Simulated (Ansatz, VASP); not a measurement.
## CdTe: VASP beside Ansatz

```xyz
2
Lattice="0.0000 3.2050 3.2050 3.2050 0.0000 3.2050 3.2050 3.2050 0.0000" Properties=species:S:1:pos:R:3 pbc="T T T"
Te    1.6025    1.6025    1.6025
Cd    0.0000    0.0000    0.0000
```

Alike in both runs: task single point; functional LDA; k mesh 7 × 7 × 7; occupations gaussian, width 0.05 eV; no spin polarisation.

|  | VASP | Ansatz |
| --- | --- | --- |
| version | VASP 6.6.1 | Ansatz 0.2.0 |
| potentials or method | VASP PAW LDA potentials, release 64 (Te, Cd) | Ansatz PAW |
| plane-wave cutoff (eV) | 520 | 420 |
| valence electrons in the cell | 18 | 36 |

Ansatz gave:

| Item | Value |
| --- | --- |
| gap on the k mesh at the Fermi level (eV) | 0.61 |
| least direct gap on the mesh (eV) | 0.61 |
| pressure (GPa) | 0.0 |

**Question.** Estimate VASP's values.

**Answer.** gap on the k mesh at the Fermi level (eV): 0.65; least direct gap on the mesh (eV): 0.65; pressure (GPa): 0.2.

The two sets of potentials don't hold the same shells in valence.

Caveats: spin-orbit coupling is left out, which moves the levels of the heavy elements; odd divisions of the mesh miss points on the zone boundary, where band edges often lie, so the gap on the mesh can be too wide (Ansatz); the PAW data sets come from PBE, with cores solved anew for the run's functional, which leaves a small shift of forces and pressure (Ansatz). Expect the measured gap to be larger: semilocal functionals such as LDA lack the derivative discontinuity.
